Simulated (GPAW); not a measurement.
Runs of GPAW 26.7.0 on CoSi2. It takes space group Fm-3m (No. 225, cubic). The conventional cell has a = 5.356 Å, b = 5.356 Å, c = 5.356 Å, α = 90.00°, β = 90.00°, γ = 90.00°. Around Co (site symmetry m-3m) lie 8 Si at 2.32 Å. Si (site symmetry -43m) is surrounded by 4 Co at 2.32 Å. 

```tsv
level	potentials or basis	k mesh	older calculator (legacy_gpaw)	V0 of scaled cells (Å³/atom)	B0 (GPa)
PBE+D3(BJ)	GPAW PAW data sets (gpaw-data 1.2.1), pw	7 × 7 × 7	-	12.53	195
PBE	GPAW PAW data sets (gpaw-data 1.2.1), pw	9 × 9 × 9	-	(a)	178
PBEint	PAW data sets generated in the run's folder for this functional, pw	7 × 7 × 7	-	12.69	(b)
PBEsol	PAW data sets generated in the run's folder for this functional, pw	9 × 9 × 9	-	12.60	(c)
optB88-vdW	GPAW PAW data sets (gpaw-data 1.2.1), pw	7 × 7 × 7	yes	13.15	164
```

Alike in all rows: task equation of state; spin collinear, ferromagnetic start; cell as given; cutoff (eV) 600; smearing fermi-dirac 0.05 eV.

Task: Fill in the values left out.

Result: (a) 12.93; (b) 191; (c) 193.

Caveats: the PAW data sets were made with another functional, which shifts forces and pressure a little (some runs).

Not every run made on this cell is shown here.
